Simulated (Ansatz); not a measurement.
# Na: the cost of one run

Program: Ansatz 0.2.0. Level of theory: DFT PBEsol, scalar-relativistic, plane waves, PAW. These are calculated values, not measurements.

## Step 1: Starting point

The structure is tetragonal, space group I4/mmm (No. 139). Conventional cell: a = 3.777 Å, b = 3.777 Å, c = 5.275 Å, α = 90.00°, β = 90.00°, γ = 90.00°. Na (site symmetry 4/mmm) is surrounded by 12 Na at 3.75 to 3.78 Å.

As a file:

```
Na
1.0
    -1.88829    1.88829    2.63728
     1.88829   -1.88829    2.63728
     1.88829    1.88829   -2.63728
Na
1
Direct
  0.00000 0.00000 0.00000
```

The structure comes from the Materials Project (structure only).

## Step 2: A single atom displaced

What differs from the listed cell: atom 1 (Na) moved by 0.15 Å.

The input, input.yaml:

```yaml
crystal:
  lattice:
    - [-1.88829108, 1.88829108, 2.63727668]
    - [1.88829108, -1.88829108, 2.63727668]
    - [1.88829108, 1.88829108, -2.63727668]
  atoms:
    - { symbol: Na, position: [0.0138682005, -0.0376810554, -0.0222582209] }
basis:
  ecutwfc: 420
kpoints:
  mp_grid: { grid: [14, 14, 14] }
hamiltonian:
  xc: pbesol
scf:
  occupations: { method: gaussian, width: 0.1 }
output:
  forces: true
  stress: true
  eigenvalues: true
```

**Question.** How long does this run take on 1 thread of an x86-64 CPU, shared host, and how much memory does it need?

About 2.1 s, with a peak of 0.4 GiB.
